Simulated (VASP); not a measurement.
# Ga3Sb (I4/mmm) in VASP: notebook

The runs below take Ga3Sb through equation of state, with PBE.

Program: VASP 6.6.1. These are calculated values, not measurements. Logs are shortened: lines on timing, memory, paths and dates and some standing lists are left out, and cuts for length are marked.

**1. The crystal as given**

The structure is tetragonal, space group I4/mmm (No. 139). Conventional cell: a = 4.008 Å, b = 4.008 Å, c = 11.417 Å, α = 90.00°, β = 90.00°, γ = 90.00°. Around Ga (site symmetry 4mm) lie 5 Ga at 2.83 to 2.86 Å and 1 Sb at 2.84 Å. Around Ga (site symmetry 4/mmm) lie 4 Sb at 2.83 Å and 2 Ga at 2.86 Å. Around Sb (site symmetry 4/mmm) lie 6 Ga at 2.83 to 2.84 Å.

The cell was built by a generator and needn't be a form met in nature.

**2. Equation of state, PBE, 22.93 Å³/atom**

INCAR

```
  PREC = Accurate
  ENCUT = 520
  EDIFF = 1E-6
  ISMEAR = 0
  SIGMA = 0.1
  LREAL = False
  LASPH = True
  NELM = 100
  ALGO = Normal
  ISIF = 4
  LWAVE = False
  LCHARG = False
  GGA = PE
  IBRION = 2
  NSW = 30
  EDIFFG = -0.02
  KPAR = 8
```

KPOINTS

```
regular mesh
0
Gamma
  12 12 12
```

POSCAR

```
Ga3Sb
1.0
   -2.0041000000      2.0041000000      5.7086200000
    2.0041000000     -2.0041000000      5.7086200000
    2.0041000000      2.0041000000     -5.7086200000
Ga Sb
3 1
Direct
    0.2508780000      0.2508780000      0.0000000000
    0.7491220000      0.7491220000      0.0000000000
    0.0000000000      0.0000000000      0.0000000000
    0.5000000000      0.5000000000      0.0000000000
```

Potentials or basis: VASP PAW PBE potentials, release 64 (Ga_d, Sb).

The run is started by

```console
> cat potpaw_PBE.64/Ga_d/POTCAR potpaw_PBE.64/Sb/POTCAR > POTCAR
> mpirun -np 8 vasp_std > vasp.out
```

OUTCAR:

```text
PREC = Accurate
   ENCUT = 520
   EDIFF = 1E-6
   ISMEAR = 0
   LREAL = False
   LASPH = True
   NELM = 100
   ISIF = 4
   GGA = PE
   IBRION = 2
   NSW = 30
   EDIFFG = -0.02

 ion  position               nearest neighbor table
   1  0.251  0.251  0.000-   2 2.83   2 2.83   2 2.83   2 2.83   4 2.84   3 2.86
   2  0.749  0.749  0.000-   1 2.83   1 2.83   1 2.83   1 2.83   4 2.84   3 2.86
   3  0.000  0.000  0.000-   4 2.83   4 2.83   4 2.83   4 2.83   2 2.86   1 2.86
   4  0.500  0.500  0.000-   3 2.83   3 2.83   3 2.83   3 2.83   2 2.84   1 2.84

  LATTYP: Found a body centered tetragonal cell.
 ALAT       =     4.0082000000
 C/A-ratio  =     2.8484706352

  Lattice vectors:

 A1 = (  -2.0041000000,   2.0041000000,   5.7086200000)
 A2 = (   2.0041000000,  -2.0041000000,   5.7086200000)
 A3 = (   2.0041000000,   2.0041000000,  -5.7086200000)

Analysis of symmetry for initial positions (statically):
=====================================================================
 Subroutine PRICEL returns:
 Original cell was already a primitive cell.

 Routine SETGRP: Setting up the symmetry group for a
 body centered tetragonal supercell.

 Subroutine GETGRP returns: Found 16 space group operations
 (whereof 16 operations were pure point group operations)
 out of a pool of 16 trial point group operations.

The static configuration has the point symmetry D_4h.

Analysis of symmetry for dynamics (positions and initial velocities):
=====================================================================
 Subroutine PRICEL returns:
 Original cell was already a primitive cell.

 Routine SETGRP: Setting up the symmetry group for a
 body centered tetragonal supercell.

 Subroutine GETGRP returns: Found 16 space group operations
 (whereof 16 operations were pure point group operations)
 out of a pool of 16 trial point group operations.

The dynamic configuration has the point symmetry D_4h.

 Subroutine INISYM returns: Found 16 space group operations
 (whereof 16 operations are pure point group operations),
 and found     1 'primitive' translations

----------------------------------------------------------------------------------------

                                     Primitive cell

  volume of cell :      91.7128

  direct lattice vectors                    reciprocal lattice vectors
    -2.004100000  2.004100000  5.708620000     0.000000000  0.249488548  0.087586842
     2.004100000 -2.004100000  5.708620000     0.249488548  0.000000000  0.087586842
     2.004100000  2.004100000 -5.708620000     0.249488548  0.249488548  0.000000000

  length of vectors
     6.373474400  6.373474400  6.373474400     0.264416321  0.264416321  0.352830089

  position of ions in fractional coordinates (direct lattice)
     0.250878000  0.250878000  0.000000000
     0.749122000  0.749122000  0.000000000
     0.000000000  0.000000000  0.000000000
     0.500000000  0.500000000  0.000000000

  ion indices of the primitive-cell ions
   primitive index   ion index
                 1           1
                 2           2
                 3           3
                 4           4

----------------------------------------------------------------------------------------

 KPOINTS: regular mesh

Automatic generation of k-mesh.
 Grid dimensions read from file:
 generate k-points for:   12   12   12

 Generating k-lattice:

  Cartesian coordinates                     Fractional coordinates (reciprocal lattice)
     0.000000000  0.020790712  0.007298904     0.083333333  0.000000000 -0.000000000
     0.020790712  0.000000000  0.007298904     0.000000000  0.083333333 -0.000000000
     0.020790712  0.020790712  0.000000000     0.000000000  0.000000000  0.083333333

  Length of vectors
     0.022034693  0.022034693  0.029402507

  Shift w.r.t. Gamma in fractional coordinates (k-lattice)
     0.000000000  0.000000000  0.000000000

 Subroutine IBZKPT returns following result:
 ===========================================

 Found    163 irreducible k-points:

 Following reciprocal coordinates:
            Coordinates               Weight
  0.000000  0.000000  0.000000      1.000000
  0.083333  0.000000  0.000000      8.000000
  0.166667 -0.000000  0.000000      8.000000
  0.250000  0.000000  0.000000      8.000000
  0.333333  0.000000 -0.000000      8.000000
  0.416667  0.000000 -0.000000      8.000000
[... 16 lines left out ...]
  0.500000  0.166667  0.000000     16.000000
 -0.416667  0.166667  0.000000     16.000000
 [... further k-points ...]
   k-points           NKPTS =    163   k-points in BZ     NKDIM =    163   number of bands    NBANDS=     26
   number of dos      NEDOS =    301   number of ions     NIONS =      4
   total plane-waves  NPLWV = 110592
   dimension x,y,z NGX =    48 NGY =   48 NGZ =   48
   dimension x,y,z NGXF=    96 NGYF=   96 NGZF=   96
   ions per type =               3   1
   NGX,Y,Z   is equivalent  to a cutoff of  12.52, 12.52, 12.52 a.u.
   NGXF,Y,Z  is equivalent  to a cutoff of  25.04, 25.04, 25.04 a.u.
 SYSTEM =  unknown system
   PREC   = accura    normal or accurate (medium, high low for compatibility)
   ISTART =      0    job   : 0-new  1-cont  2-samecut
   ICHARG =      2    charge: 1-file 2-atom 10-const
   ISPIN  =      1    spin polarized calculation?
   LNONCOLLINEAR =      F non collinear calculations
   LSORBIT =      F    spin-orbit coupling
   LASPH  =      T    aspherical Exc in radial PAW
   ENCUT  =  520.0 eV  38.22 Ry    6.18 a.u.  11.85 11.85 11.85*2*pi/ulx,y,z
   NELM   =    100;   NELMIN=  2; NELMDL= -5     # of ELM steps
   EDIFF  = 0.1E-05   stopping-criterion for ELM
   LREAL  =      F    real-space projection
   EDIFFG = -.2E-01   stopping-criterion for IOM
   NSW    =     30    number of steps for IOM
   IBRION =      2    ionic relax: 0-MD 1-quasi-New 2-CG
   NFREE  =      1    steps in history (QN), initial steepest desc. (CG)
   ISIF   =      4    stress and relaxation
   ISYM   =      2    0-nonsym 1-usesym 2-fastsym
   POTIM  = 0.5000    time-step for ionic-motion
   TEBEG  =    0.0;   TEEND  =   0.0 temperature during run
   PSTRESS=    0.0 pullay stress
   NELECT =      44.0000    total number of electrons
   NUPDOWN=      -1.0000    fix difference up-down
   EMIN   =  10.00;   EMAX   =-10.00  energy-range for DOS
   EFERMI =   0.00;   METHOD = LEGACY
   ISMEAR =     0;   SIGMA  =   0.10  broadening in eV -4-tet -1-fermi 0-gaus
   EFERMI_NEDOS =   21; number of points for ismear=-14 and -15
   IALGO  =     38    algorithm
   IMIX   =      4    mixing-type and parameters
     AMIX     =   0.40;   BMIX     =  1.00
     AMIX_MAG =   1.60;   BMIX_MAG =  1.00
  volume/ion in A,a.u.               =      22.93       154.73
  Fermi-wavevector in a.u.,A,eV,Ry     =   1.281590  2.421854 22.347199  1.642473
  Thomas-Fermi vector in A             =   2.413951
   LORBIT       =      0    0 simple, 1 ext, 2 COOP (PROOUT), +10 PAW based schemes
   GGA     = PE    functional components
   LHFCALC =     F    Hartree Fock is set to
   AEXX    =    0.0000 exact exchange contribution
   IVDW    =     0    specifies the selected vdW correction
   LEPSILON=     F    determine dielectric tensor
   LRPA    =     F    only Hartree local field effects (RPA)
 conjugate gradient relaxation of ions
 non-spin polarized calculation
 Gauss-broadening in eV      SIGMA  =   0.10
  energy-cutoff  :      520.00
  volume of cell :       91.71
 maximum number of plane-waves:      2514
   NGX = 23   NGY = 23   NGZ = 23

 number of electron      44.0000014 magnetization

 Free energy of the ion-electron system (eV)
  ---------------------------------------------------
  ext. energy  EPLUGINS =         0.00000000
  ---------------------------------------------------
  free energy    TOTEN  =       -12.61412394 eV

  energy without entropy =      -12.60710935  energy(sigma->0) =      -12.61061665

 E-fermi :   5.4220     XC(G=0): -10.2125

 val. band max:        5.4201718925   @ k =  -0.3333   0.4167   0.3333
 cond. band min:       5.4235618943   @ k =   0.4167   0.0833   0.0833
 fundamental gap:      0.0033900018
 Fermi energy:         5.4219768911

 k-point     1 :       0.0000    0.0000    0.0000
  band No.  band energies     occupation
      1      -9.6445      2.00000
      2      -9.6206      2.00000
      3      -9.5380      2.00000
      4      -9.4848      2.00000
      5      -9.4848      2.00000
      6      -9.4845      2.00000
[... 18 lines left out ...]
     25       9.5240      0.00000
     26      10.3990      0.00000

 k-point     2 :       0.0833    0.0000    0.0000
  band No.  band energies     occupation
      1      -9.6375      2.00000
      2      -9.6188      2.00000
      3      -9.5327      2.00000
      4      -9.4870      2.00000
      5      -9.4864      2.00000
      6      -9.4840      2.00000
[... 18 lines left out ...]
     25       9.7864      0.00000
     26      10.7539      0.00000

 k-point     3 :       0.1667   -0.0000    0.0000
  band No.  band energies     occupation
      1      -9.6168      2.00000
      2      -9.6137      2.00000
      3      -9.5177      2.00000
      4      -9.4919      2.00000
      5      -9.4911      2.00000
      6      -9.4872      2.00000
[... 18 lines left out ...]
     25      10.3515      0.00000
     26      10.5481      0.00000

 k-point     4 :       0.2500    0.0000    0.0000
  band No.  band energies     occupation
      1      -9.6069      2.00000
      2      -9.5835      2.00000
      3      -9.5001      2.00000
      4      -9.4976      2.00000
      5      -9.4920      2.00000
      6      -9.4899      2.00000
[... 18 lines left out ...]
     25       9.2920      0.00000
     26       9.6508      0.00000
[... 496 lines left out ...]
      1      -9.5966      2.00000
      2      -9.5272      2.00000
      3      -9.5182      2.00000
      4      -9.5143      2.00000
      5      -9.4996      2.00000
      6      -9.4553      2.00000
[... 18 lines left out ...]
     25       7.4879      0.00000
     26       9.5386      0.00000

 k-point    23 :       0.5000    0.1667    0.0000
  band No.  band energies     occupation
      1      -9.5960      2.00000
      2      -9.5261      2.00000
      3      -9.5137      2.00000
      4      -9.5020      2.00000
      5      -9.4922      2.00000
      6      -9.4622      2.00000
[... 18 lines left out ...]
     25       7.1924      0.00000
     26      10.1309      0.00000

 k-point    24 :      -0.4167    0.1667    0.0000
  band No.  band energies     occupation
      1      -9.6006      2.00000
      2      -9.5235      2.00000
      3      -9.5104      2.00000
      4      -9.5063      2.00000
      5      -9.4959      2.00000
      6      -9.4570      2.00000
[... 18 lines left out ...]
     25       8.1507      0.00000
     26       9.6829      0.00000

 [... further k-points ...]

------------------------ aborting loop because EDIFF is reached ----------------------------------------

  FORCE on cell =-STRESS in cart. coord.  units (eV):
  Direction    XX          YY          ZZ          XY          YZ          ZX
  --------------------------------------------------------------------------------------
  -------------------------------------------------------------------------------------
  Total        0.0093681      0.0093681      0.0005058      0.0000000      0.0000000      0.0000000
  in kB        0.1636558      0.1636558      0.0088369      0.0000000      0.0000000      0.0000000
  external PRESSURE =       0.1120495 kB  Pullay stress =       0.0000000 kB

 VOLUME and BASIS-vectors are now :
 -----------------------------------------------------------------------------
  energy-cutoff  :      520.00
  volume of cell :       91.71
      direct lattice vectors                 reciprocal lattice vectors
    -2.004100000  2.004100000  5.708620000     0.000000000  0.249488548  0.087586842
     2.004100000 -2.004100000  5.708620000     0.249488548  0.000000000  0.087586842
     2.004100000  2.004100000 -5.708620000     0.249488548  0.249488548  0.000000000

 POSITION                                       TOTAL-FORCE (eV/Angst)
 -----------------------------------------------------------------------------------
      0.00000      0.00000      2.86433         0.000000      0.000000      0.002822
      0.00000      0.00000      8.55291         0.000000      0.000000     -0.002822
      0.00000      0.00000      0.00000        -0.000000     -0.000000      0.000000
      0.00000      0.00000      5.70862        -0.000000     -0.000000     -0.000000
 -----------------------------------------------------------------------------------
    total drift:                               -0.000000      0.000000      0.000000

  FREE ENERGIE OF THE ION-ELECTRON SYSTEM (eV)
  ---------------------------------------------------
  free  energy   TOTEN  =       -12.6141239405 eV

  energy  without entropy=      -12.6071093501  energy(sigma->0) =      -12.61061665

 reached required accuracy - stopping structural energy minimisation
```

It took 2 min on 8 MPI ranks of Intel Xeon Platinum 8259CL at 2.50GHz (Skylake/Cascade Lake), shared host; peak memory 0.57 GiB.

What came out:

```
Free energy            : -12.6141 eV
Pressure               : 0.0 GPa
Band gap on the k mesh : none (metal or under the smearing width)
```

**3. Equation of state, PBE, 22.24 Å³/atom (volume scaled by 0.97)**

INCAR is that of step 2.

KPOINTS is that of step 2.

POSCAR

```
Ga3Sb
1.0
   -1.9838551815      1.9838551815      5.6509532291
    1.9838551815     -1.9838551815      5.6509532291
    1.9838551815      1.9838551815     -5.6509532291
Ga Sb
3 1
Direct
    0.2508780000      0.2508780000      0.0000000000
    0.7491220000      0.7491220000      0.0000000000
    0.0000000000      0.0000000000      0.0000000000
    0.5000000000      0.5000000000      0.0000000000
```

Potentials or basis: VASP PAW PBE potentials, release 64 (Ga_d, Sb).

The run is started by

```console
> cat potpaw_PBE.64/Ga_d/POTCAR potpaw_PBE.64/Sb/POTCAR > POTCAR
> mpirun -np 8 vasp_std > vasp.out
```

Run time: 4.6 min. Hardware: 8 MPI ranks of Intel Xeon Platinum 8259CL at 2.50GHz (Skylake/Cascade Lake), shared host; peak memory 0.57 GiB.

The run converged. Its results:

```
Free energy            : -12.6028 eV
Pressure               : 1.4 GPa
Largest force          : 0.014 eV/Å
Band gap on the k mesh : none (metal or under the smearing width)
```

**4. Equation of state, PBE, 23.62 Å³/atom (volume scaled by 1.03)**

INCAR is that of step 3.

KPOINTS is that of step 3.

POSCAR

```
Ga3Sb
1.0
   -2.0239438648      2.0239438648      5.7651446662
    2.0239438648     -2.0239438648      5.7651446662
    2.0239438648      2.0239438648     -5.7651446662
Ga Sb
3 1
Direct
    0.2508780000      0.2508780000      0.0000000000
    0.7491220000      0.7491220000      0.0000000000
    0.0000000000      0.0000000000      0.0000000000
    0.5000000000      0.5000000000      0.0000000000
```

The run is started by

```console
> cat potpaw_PBE.64/Ga_d/POTCAR potpaw_PBE.64/Sb/POTCAR > POTCAR
> mpirun -np 8 vasp_std > vasp.out
```

Run time: 5.3 min. Hardware: 8 MPI ranks of Intel Xeon Platinum 8259CL at 2.50GHz (Skylake/Cascade Lake), shared host; peak memory 0.61 GiB.

Results (log left out):

```yaml
Free_energy: -12.6044 eV
Pressure: -1.1 GPa
Largest_force: 0.015 eV/Å
Band_gap_on_the_k_mesh: none (metal or under the smearing width)
```

**5. Equation of state, PBE, 21.55 Å³/atom (volume scaled by 0.94)**

INCAR is that of step 4.

KPOINTS is that of step 4.

POSCAR

```
Ga3Sb
1.0
   -1.9631885205      1.9631885205      5.5920848519
    1.9631885205     -1.9631885205      5.5920848519
    1.9631885205      1.9631885205     -5.5920848519
Ga Sb
3 1
Direct
    0.2508780000      0.2508780000      0.0000000000
    0.7491220000      0.7491220000      0.0000000000
    0.0000000000      0.0000000000      0.0000000000
    0.5000000000      0.5000000000      0.0000000000
```

The run is started by

```console
> cat potpaw_PBE.64/Ga_d/POTCAR potpaw_PBE.64/Sb/POTCAR > POTCAR
> mpirun -np 8 vasp_std > vasp.out
```

Run time: 4.7 min. Hardware: 8 MPI ranks of Intel Xeon Platinum 8259CL at 2.50GHz (Skylake/Cascade Lake), shared host; peak memory 0.57 GiB.

It converged, with:

| Property | Result |
| --- | --- |
| Free energy | -12.5658 eV |
| Pressure | 3.1 GPa |
| Largest force | 0.015 eV/Å |
| Band gap on the k mesh | none (metal or under the smearing width) |

**6. Equation of state, PBE, 24.30 Å³/atom (volume scaled by 1.06)**

INCAR is that of step 5.

KPOINTS is that of step 5.

POSCAR

```
Ga3Sb
1.0
   -2.0434060574      2.0434060574      5.8205821503
    2.0434060574     -2.0434060574      5.8205821503
    2.0434060574      2.0434060574     -5.8205821503
Ga Sb
3 1
Direct
    0.2508780000      0.2508780000      0.0000000000
    0.7491220000      0.7491220000      0.0000000000
    0.0000000000      0.0000000000      0.0000000000
    0.5000000000      0.5000000000      0.0000000000
```

Potentials or basis: VASP PAW PBE potentials, release 64 (Ga_d, Sb).

The run is started by

```console
> cat potpaw_PBE.64/Ga_d/POTCAR potpaw_PBE.64/Sb/POTCAR > POTCAR
> mpirun -np 8 vasp_std > vasp.out
```

It took 6.8 min on 8 MPI ranks of Intel Xeon Platinum 8259CL at 2.50GHz (Skylake/Cascade Lake), shared host; peak memory 0.62 GiB.

It converged, with:

```
Free energy            : -12.5775 eV
Pressure               : -2.0 GPa
Largest force          : 0.020 eV/Å
Band gap on the k mesh : none (metal or under the smearing width)
```

**7. Equation of state, PBE, 20.86 Å³/atom (volume scaled by 0.91)**

INCAR is that of step 6.

KPOINTS is that of step 6.

POSCAR

```
Ga3Sb
1.0
   -1.9420773303      1.9420773303      5.5319502467
    1.9420773303     -1.9420773303      5.5319502467
    1.9420773303      1.9420773303     -5.5319502467
Ga Sb
3 1
Direct
    0.2508780000      0.2508780000      0.0000000000
    0.7491220000      0.7491220000      0.0000000000
    0.0000000000      0.0000000000      0.0000000000
    0.5000000000      0.5000000000      0.0000000000
```

The run is started by

```console
> cat potpaw_PBE.64/Ga_d/POTCAR potpaw_PBE.64/Sb/POTCAR > POTCAR
> mpirun -np 8 vasp_std > vasp.out
```

Wall time 5.5 min (8 MPI ranks of Intel Xeon Platinum 8259CL at 2.50GHz (Skylake/Cascade Lake), shared host); peak memory 0.56 GiB.

The run converged. Its results:

| Property | Result |
| --- | --- |
| Free energy | -12.4972 eV |
| Pressure | 5.0 GPa |
| Largest force | 0.003 eV/Å |
| Band gap on the k mesh | none (metal or under the smearing width) |

**8. Equation of state, PBE, 24.99 Å³/atom (volume scaled by 1.09)**

INCAR is that of step 7.

KPOINTS is that of step 7.

POSCAR

```
Ga3Sb
1.0
   -2.0625044173      2.0625044173      5.8749832675
    2.0625044173     -2.0625044173      5.8749832675
    2.0625044173      2.0625044173     -5.8749832675
Ga Sb
3 1
Direct
    0.2508780000      0.2508780000      0.0000000000
    0.7491220000      0.7491220000      0.0000000000
    0.0000000000      0.0000000000      0.0000000000
    0.5000000000      0.5000000000      0.0000000000
```

The run is started by

```console
> cat potpaw_PBE.64/Ga_d/POTCAR potpaw_PBE.64/Sb/POTCAR > POTCAR
> mpirun -np 8 vasp_std > vasp.out
```

Wall time 8.8 min (8 MPI ranks of Intel Xeon Platinum 8259CL at 2.50GHz (Skylake/Cascade Lake), shared host); peak memory 0.65 GiB.

It converged, with:

```
Free energy            : -12.5366 eV
Pressure               : -2.8 GPa
Largest force          : 0.010 eV/Å
Band gap on the k mesh : none (metal or under the smearing width)
```
